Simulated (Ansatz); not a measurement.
Li2S, explained

**What was measured.** A cell as deposited of cubic Li2S (space group Fm-3m), temperature not stated, from the Crystallography Open Database (1992), has a = 5.723 Å and 15.62 Å³/atom.

Computed with Ansatz (plane waves, PAW, 500 eV cutoff): r²SCAN, scalar-relativistic, no spin polarisation, 8×8×8 k-mesh, Gaussian smearing of 0.05 eV; PAW files: Ansatz's generated set soft_2.

The chain of runs began from a cell as deposited in COD, expanded in volume.

The relaxed structure (symmetry read at 0.01 Å). It takes space group Fm-3m (No. 225, cubic). Conventional cell: a = 5.691 Å, b = 5.691 Å, c = 5.691 Å, α = 90.00°, β = 90.00°, γ = 90.00°. Li (site symmetry -43m) has 4 S at 2.46 Å as nearest neighbours. Around S (site symmetry m-3m) lie 8 Li at 2.46 Å. (Shells end 15 % past the nearest neighbour.)

Results at this level of theory:

| Property | Result |
| --- | --- |
| Volume | 15.36 Å³/atom |
| Band gap | 3.87 eV |
| Smallest direct gap | 4.96 eV |
| Bader charges | Li 0.88; S -1.76 e |
| Formation energy from the elements (0 K, uncorrected) | -1.51 eV/atom |

Q: Should it be a metal or an insulator?

A: Formal charges Li⁺, S²⁻ balance and leave closed shells on every ion, so a band insulator is expected, and the gap is 3.87 eV.

Q: What fixes the bond lengths?

A: Shannon's ionic radii give a check on the bond lengths: Li⁺ with 4 neighbours 0.59 Å + S²⁻ 1.84 Å (six-fold value) = 2.43 Å against a computed mean of 2.46 Å. Sums and bonds agree within 3 %, so ion sizes set the bond lengths.

Bader charges against formal ones: Li +0.88 (+1), S −1.76 (−2). The cations give up 88 % of the formal charge; Bader charges stay under formal ones because the anions' density reaches into the cations' basins, though a share this high marks a strongly ionic bond.

**Against experiment.** r²SCAN gives 5.691 Å and 15.36 Å³/atom, −1.7 % in volume (−0.6 % in length) from the database's cell. The static lattice lacks zero-point motion and thermal expansion; that covers some of the miss, perhaps all.

Semilocal functionals underestimate band gaps, commonly by a third or more.
